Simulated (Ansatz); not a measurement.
# HF/STO-3G run of C5H8O2 (SMILES C=C(C)C(=O)OC)

Aim: the electronic atomisation energy of C5H8O2 at HF/STO-3G, from 4 runs. 

Program for the calculation: Ansatz 0.2.0.

43 further runs of the same task are left out: 43 set aside as unsound or not needed.

## Step 1: The molecule

The species is C5H8O2 (15 atoms), meant as a singlet with charge 0. As SMILES, `C=C(C)C(=O)OC`. The shape is that of a PBE0-D4/def2-TZVP optimisation. This is one conformer, not always the lowest.

Bond lengths: C1–C2 1.330 Å, C2–C3 1.494 Å, C2–C4 1.491 Å, C4–O5 1.204 Å, C4–O6 1.341 Å, O6–C7 1.422 Å, C1–H8 1.084 Å, C1–H9 1.083 Å, C3–H10 1.093 Å, C3–H11 1.093 Å, C3–H12 1.090 Å, C7–H13 1.091 Å, C7–H14 1.088 Å, C7–H15 1.091 Å. Some angles: C1–C2–C3 124.0°, C1–C2–C4 116.9°, C3–C2–C4 119.0°, C2–C4–O5 125.6°, C2–C4–O6 111.4°, O5–C4–O6 123.0°, C4–O6–C7 115.1°, C2–C1–H8 121.3°, C2–C1–H9 120.3°, C2–C3–H10 111.1°.

## Step 2: A single-point energy at HF/STO-3G

Contents of in.yaml:

```yaml
crystal:
  periodic: [false, false, false]
  atoms:
    - {symbol: C, position_ang: [-2.115470, 0.766080, 0.491160]}
    - {symbol: C, position_ang: [-0.980280, 0.074110, 0.472930]}
    - {symbol: C, position_ang: [-0.703860, -1.102000, 1.351370]}
    - {symbol: C, position_ang: [0.066050, 0.518890, -0.491900]}
    - {symbol: O, position_ang: [-0.031390, 1.446280, -1.252800]}
    - {symbol: O, position_ang: [1.161360, -0.251450, -0.416360]}
    - {symbol: C, position_ang: [2.212190, 0.104920, -1.305790]}
    - {symbol: H, position_ang: [-2.923090, 0.503830, 1.164690]}
    - {symbol: H, position_ang: [-2.251020, 1.610120, -0.173900]}
    - {symbol: H, position_ang: [-0.492270, -1.995320, 0.759000]}
    - {symbol: H, position_ang: [0.174660, -0.928530, 1.977370]}
    - {symbol: H, position_ang: [-1.558440, -1.305430, 1.997330]}
    - {symbol: H, position_ang: [1.876680, 0.039980, -2.341850]}
    - {symbol: H, position_ang: [3.014700, -0.605400, -1.119350]}
    - {symbol: H, position_ang: [2.550210, 1.123900, -1.111900]}
basis:
  gaussian: {orbitals: STO-3G}
magnetization: {spin_polarized: false, initial_magnetization: 0}
hamiltonian: {xc: hf}
accuracy: high
output: {orbitals: {seedname: orbitals}}
```

Launch:

```sh
$ ansatz run in.yaml --threads 1 --pin off --max-ram 3480MiB --events-out events.jsonl --progress --plain --runs-dir runs
```

The log of the run:

```text
Warning: RAYON_NUM_THREADS=1 ignored (pool sized by the plan → 1); use --threads N
Functional definition: HF
  name "HF"
  exchange = exact_x
  correlation = 0
965 factors; integrals over basis functions are off by at most 5.4e-9 eV
mean field evaluation 1: about -9228.2409 eV, gradient 3.8e1 eV
mean field evaluation 2: about -9228.6089 eV, gradient 3.8e1 eV
mean field evaluation 4: about -9233.4771 eV, gradient 3.7e0 eV
mean field evaluation 8: about -9233.5523 eV, gradient 2.2e-1 eV
mean field -9233.55258792 eV, -339.3267988795 hartree, gradient 1.4e-8 eV, S^2 0.000000; 0 other end points of the search recorded, 0 dependent functions left out
reference -9233.55258792 eV, -339.3267988795 hartree; 27, 27 occupied and 16, 16 virtual orbitals, 965 factors
Total energy: -9233.55258792 eV, -339.3267988795 hartree
```

Run time: 0.83 s. Hardware: 1 thread of Arm Neoverse V1, shared host; peak memory 0.099 GiB.

## Step 3: The C atom at the same level

Contents of run.yaml:

```yaml
crystal:
  periodic: [false, false, false]
  atoms:
    - {symbol: C, position_ang: [0.000000, 0.000000, 0.000000]}
basis:
  gaussian: {orbitals: STO-3G}
magnetization: {spin_polarized: true, initial_magnetization: 2}
accuracy: high
hamiltonian: {xc: hf}
```

Run the same way, it converges to -37.19839 Eh (log not shown).

## Step 4: The H atom, same level

Contents of molecule.yaml:

```yaml
crystal:
  periodic: [false, false, false]
  atoms:
    - {symbol: H, position_ang: [0.000000, 0.000000, 0.000000]}
basis:
  gaussian:
    orbitals: STO-3G
magnetization:
  spin_polarized: true
  initial_magnetization: 1
hamiltonian:
  xc: hf
accuracy: high
```

Run the same way, it converges to -0.46658 Eh (log not shown).

## Step 5: The O atom, same level

Contents of molecule.yaml:

```yaml
crystal:
  periodic: [false, false, false]
  atoms:
    - {symbol: O, position_ang: [0.000000, 0.000000, 0.000000]}
basis:
  gaussian: {orbitals: STO-3G}
magnetization: {spin_polarized: true, initial_magnetization: 2}
hamiltonian: {xc: hf}
accuracy: high
```

Launch:

```sh
$ ansatz run molecule.yaml --threads 1 --pin off --max-ram 3480MiB --events-out events.jsonl --progress --plain --runs-dir runs
```

The log of the run:

```text
Warning: RAYON_NUM_THREADS=1 ignored (pool sized by the plan → 1); use --threads N
[... 4 set-up lines as earlier in the session ...]
15 factors; integrals over basis functions are off by at most 1.1e-9 eV
mean field evaluation 1: about -2008.3132 eV, gradient 1.7e-14 eV
mean field evaluation 2: about -2008.3132 eV, gradient 0.0e0 eV
mean field -2008.31323932 eV, -73.8041502613 hartree, gradient 0.0e0 eV, S^2 2.000000; 2 other end points of the search recorded, 0 dependent functions left out
reference -2008.31323932 eV, -73.8041502613 hartree; 5, 3 occupied and 0, 2 virtual orbitals, 15 factors
Total energy: -2008.31323932 eV, -73.8041502613 hartree
```

Run time: 0.04 s. Hardware: 1 thread of Arm Neoverse V1, shared host.

## Step 6: Summary of results

At HF/STO-3G:

```
                     quantity          value
       molecule: total energy  -339.32680 Eh
        molecule: HOMO energy       -8.32 eV
        molecule: LUMO energy        6.64 eV
      molecule: HOMO–LUMO gap       14.96 eV
         C atom: total energy   -37.19839 Eh
                 C atom: ⟨S²⟩          2.000
         H atom: total energy    -0.46658 Eh
                 H atom: ⟨S²⟩          0.750
         O atom: total energy   -73.80415 Eh
                 O atom: ⟨S²⟩          2.000
electronic atomisation energy      54.256 eV
```

What this shows: Taking the molecule apart into free atoms costs 54.26 eV (1251 kcal/mol), before zero-point energy and without spin-orbit coupling. Hartree–Fock lacks the correlation of the bonding pairs, which as a rule makes this value much too low; in minimal bases other errors can mask that. In a minimal basis such a difference can be off by several eV, whatever the method.
